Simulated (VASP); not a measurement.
The system is Ti.

```
Ti
1.0
     4.56737    0.00000    0.00000
    -2.28369    3.95546    0.00000
     0.00000    0.00000    2.82624
Ti
3
Direct
  0.00000 0.00000 0.00000
  0.33333 0.66667 0.50000
  0.66667 0.33333 0.50000
```

This isn't the form of Ti at room conditions, which is hcp.

* Program: VASP 6.6.1
* Task: relaxation of cell and atoms
* Functional: LDA
* Potentials or basis: VASP PAW LDA potentials, release 64 (Ti_sv)
* Cutoff: 600 eV
* k mesh: 12 × 12 × 14
* Occupations: gaussian, width 0.1 eV
* Spin: no spin polarisation

At the start: pressure -8.1 GPa; volume 17.02 Å³/atom.

Task: How do energy, volume and symmetry change on relaxing?

Result: Over 8 steps the energy falls by 31.8 meV/atom and the volume is 15.83 Å³/atom (-7.0 %); space group P6/mmm (No. 191, to 0.05 Å).

The path:
| step | energy change (eV) | largest force (eV/Å) | pressure (GPa) | volume (Å³) |
| --- | --- | --- | --- | --- |
| 1 | 0.0000 | 0.0000 | -8.07 | 51.06 |
| 2 | -0.0385 | 0.0000 | 7.57 | 44.99 |
| 3 | -0.0951 | 0.0000 | -0.03 | 47.51 |
| 4 | -0.0951 | 0.0000 | 0.14 | 47.44 |
| 5 | -0.0955 | 0.0000 | 0.14 | 47.43 |
| 6 | -0.0955 | 0.0000 | 0.14 | 47.43 |
| 7 | -0.0955 | 0.0000 | -0.09 | 47.52 |
| 8 | -0.0955 | 0.0000 | -0.01 | 47.49 |

Final structure:
```xyz
3
Lattice="4.4493 0.0000 0.0000 -2.2246 3.8532 0.0000 0.0000 0.0000 2.7699" Properties=species:S:1:pos:R:3 pbc="T T T"
Ti    0.0000    0.0000    0.0000
Ti    0.0000    2.5688    1.3849
Ti    2.2246    1.2844    1.3849
```
